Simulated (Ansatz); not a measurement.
All numbers below come from DFT PBE+D3(BJ), scalar-relativistic, plane waves, PAW in Ansatz. All cells share a 420 eV cutoff and Γ-centred k meshes spaced at most about 0.3 Å⁻¹ (2π included). No spin polarisation.

These are static total energies at zero pressure.

Two forms of SnSe were relaxed alike.

A. Space group Fm-3m (No. 225), cubic, a = 5.973 Å. Sn has 6 Se at 2.99 Å; Se is surrounded by 6 Sn at 2.99 Å.

B. Space group P-6m2 (No. 187), hexagonal, a = 3.921 Å, c = 11.032 Å. Sn has 3 Se at 2.75 Å; around Se lie 3 Sn at 2.75 Å.

Question: Which is lower in energy, and by how much?

Answer: A is lower, by 194 meV/atom. A has the rock salt type, space group Fm-3m (No. 225), 26.6 Å³/atom and a gap of 0.69 eV on its mesh; B has space group P-6m2 (No. 187), 36.7 Å³/atom and a gap of 0.85 eV. Counting Se atoms around Sn (those within 1.25 times the shortest such distance or 1.15 times the sum of covalent radii, 1.27 where that leaves under three), A has Sn 6 and B has Sn 3. Origin: A, reached from a cell as deposited in COD, among other starts; B, invented. The lowest form computed isn't among them: it has space group Pnma (No. 62), 26.2 Å³/atom, is reached from a cell as deposited in COD and lies 3 meV/atom below the best shown.

Kohn–Sham gaps at this level usually fall short of measured ones. Cells relaxed within their symmetry can be saddle points. Some candidate types were left out of the draw beforehand, so a known form may be missing.
